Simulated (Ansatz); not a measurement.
A 2-atom cell of LiF started from a crystallographic database, relaxed with r2SCAN: it is cubic, Fm-3m (No. 225); a = 3.990 Å in the conventional setting, 7.94 Å³ an atom. Li is surrounded by 6 F at 1.99 Å; F is surrounded by 6 Li at 1.99 Å. One-shot G0W0@PBE in the PAW code Ansatz on a 6×6×6 mesh (contour deformation, no spin-orbit coupling), from a PBE gap of 9.348 eV over the mesh points (the G0W0 gap is direct on the mesh); the number N of bands summed and the screening cutoff rise together. No spin polarisation and no zero-point or thermal motion.

```tsv
N	cutoff (eV)	1000/N	G0W0 gap (eV)
30	80	33.333	13.475
64	140	15.625	13.557
```

Q: Lay a straight line in 1000/N through these rows.

A: The slope is -0.0046 eV per unit of 1000/N and the intercept 13.629 eV.

Q: Predict the gap at N = 114 (210 eV).

A: 13.629 + (-0.0046) × 8.772 = 13.589 eV; the run gives 13.738 eV, +0.149 eV from the line.

Q: With that run's result added, what limit do the last two rows suggest?

A: Their slope is (13.738 − 13.557)/(8.772 − 15.625) = -0.0264, which meets 1/N = 0 at 13.97 eV, against 13.629 eV from the first line. The slope steepens, so 1/N isn't yet asymptotic and the true limit probably lies higher still; the k mesh isn't extrapolated.
